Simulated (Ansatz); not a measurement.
Method: DFT PBE, scalar-relativistic, plane waves, PAW in Ansatz. All cells share a 420 eV cutoff and Γ-centred k meshes spaced at most about 0.3 Å⁻¹ (about 0.25 or finer for metals, 2π included). No spin polarisation.

These are static total energies at zero pressure.

Two relaxed structures of Si2C3:

1.

```xyz
5
Lattice="2.8068 0.0000 0.0000 -1.4034 2.4308 0.0000 0.0000 0.0000 8.7229" Properties=species:S:1:pos:R:3 pbc="T T T"
Si    0.0000    0.0000    7.4487
Si    0.0000    0.0000    1.2741
C     0.0000    0.0000    3.0855
C     0.0000    0.0000    4.3614
C     0.0000    0.0000    5.6373
```

2.

```xyz
10
Lattice="2.6628 0.0000 0.0000 -1.3314 2.3060 0.0000 0.0000 0.0000 20.7999" Properties=species:S:1:pos:R:3 pbc="T T T"
Si    0.0000    1.5373    1.0688
Si    0.0000    1.5373    3.4829
Si    1.3314    0.7687   19.7311
Si    1.3314    0.7687   17.3170
C     0.0000    1.5373   18.5978
C     0.0000    1.5373    8.0387
C     0.0000    1.5373   12.7613
C     1.3314    0.7687    2.2021
C     1.3314    0.7687    8.0386
C     1.3314    0.7687   12.7612
```

**Question.** Which would you expect to be lower, and how large is the difference?

**Answer.** Cell 2 is lower, by 0.44 eV/atom. Cell 1 has space group P6/mmm (No. 191), 11.9 Å³/atom and no gap on its mesh; cell 2 has space group P-3m1 (No. 164), 12.8 Å³/atom and no gap. Counting C atoms around Si (those within 1.25 times the shortest such distance or 1.15 times the sum of covalent radii), cell 1 has Si 1 and cell 2 has Si 3. Cell 1 holds Si–Si pairs (shortest 2.55 Å) and C–C units of three or more atoms (shortest 1.28 Å); cell 2 holds Si–Si pairs (shortest 2.41 Å) and C–C nets (shortest 1.54 Å). Even the lower one lies +0.71 eV/atom against the reference forms of the elements (uncorrected), so neither is stable at this level. In cell 1, Si has 1 C at 1.81 Å and 1 Si at 2.55 Å; C on a site of symmetry 6mm has 1 C at 1.28 Å and 1 Si at 1.81 Å; around C on a site of symmetry 6/mmm lie 2 C at 1.28 Å. In cell 2, around Si on its first site lie 3 C at 1.91 Å and 1 Si at 2.41 Å; around Si on its second site lie 3 C at 2.00 Å and 1 Si at 2.41 Å; around C on its first site lie 6 Si at 1.91–2.00 Å; 2 more sites not described. Both come from invented guesses. Shaken at random and relaxed again, cell 1 came back. The lowest form computed isn't among them: it has space group R-3m (No. 166), 8.7 Å³/atom and lies 132 meV/atom below the best shown.

Weakly bound directions are ill-defined at this level, which has no dispersion term (P-3m1), and this can change margins and order among such cells. Cells without such a test can be saddle points. Some structure types and database cells were kept out of the candidates from the start, so a known form may be missing.
